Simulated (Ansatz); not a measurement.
## Trial structures of KF: starts and ends

Computed with Ansatz 0.2.0, DFT PBE, scalar-relativistic, plane waves, PAW. All cells share a 420 eV cutoff and Γ-centred k meshes spaced about 0.3 Å⁻¹ or finer (0.25 for metals, 2π included). No spin polarisation in the final relaxations.

Each guess was relaxed in cell and atoms at zero pressure, within the symmetry of its start. These are static total energies at zero pressure. Coordination counts F atoms around K (those within 1.25 times the shortest such distance or 1.15 times the sum of covalent radii).

| guess | made from | start group | V start (Å³/atom) | end group | V end (Å³/atom) | coordination at the end | gap on mesh (eV) | E over the lowest end (meV/atom) |
| --- | --- | --- | --- | --- | --- | --- | --- | --- |
| 1 | MgSe type | F-43m | 27.7 | F-43m (zinc blende) | 26.4 | K 4 | 5.06 | 85 |
| 2 | LaI type | P6_3/mmc | 21.0 | P6_3/mmc (nickel arsenide) | 20.0 | K 6 | 5.90 | 41 |
| 3 | ScTe type | P6_3/mmc | 22.3 | ? | ? | ? | ? | ? |
| 4 | HgF type | I4/mmm | 22.6 | I4/mmm | 29.3 | K 5 | 4.67 | 76 |
| 5 | TmN type | Fm-3m | 19.5 | Fm-3m (rock salt) | 19.9 | K 6 | 5.96 | 0 |
| 6 | GdTe type | P-6m2 | 23.5 | P-6m2 (tungsten carbide) | 19.8 | K 6 | 5.65 | 62 |

Guess 3 as it starts:

```
K F
1.0
     3.95860    0.00000    0.00000
    -1.97930    3.42825    0.00000
     0.00000    0.00000   13.14284
K F
4 4
Direct
  0.33333 0.66667 0.25000
  0.66667 0.33333 0.75000
  0.00000 0.00000 0.00000
  0.00000 0.00000 0.50000
  0.33333 0.66667 0.61830
  0.66667 0.33333 0.11830
  0.33333 0.66667 0.88170
  0.66667 0.33333 0.38170
```

Question: Fill in the missing row: what does this guess relax into, and where does it rank?

Answer: It ends in space group P6_3/mmc (No. 194), with a = 3.783 Å, c = 12.857 Å, 19.9 Å³/atom and a gap of 5.74 eV; its coordination is K 6. It lies 18 meV/atom over the lowest end, above guess 5 and below guess 2. Counting F atoms around K, this end and the lowest (guess 5) both have K 6.

Space group P6_3/mmc (No. 194). a = 3.783 Å, b = 3.783 Å, c = 12.857 Å, α = 90.00°, β = 90.00°, γ = 120.00°
```
atom  site  symmetry       x       y       z
   K    2c      -6m2  0.3333  0.6667  0.2500
   K    2a      -3m. 0.0000  0.0000  0.0000
   F    4f       3m. 0.3333  0.6667  0.6233
```

The zero of energy is the elements' standard structures at the same level (F₂ as a molecule); no fitted shifts are applied.

Question: Is the lowest end bound against the elements?

Answer: Yes: its formation energy is −2.713 eV/atom. A negative formation energy is needed for stability but isn't enough: competing phases decide.

Kohn–Sham gaps at this level usually fall short of measured ones. Cells relaxed within their symmetry can be saddle points. The Fm-3m cell has the structure into which a cell as deposited in COD relaxes. Some types were kept out of the candidates beforehand, so the set may lack a known form.
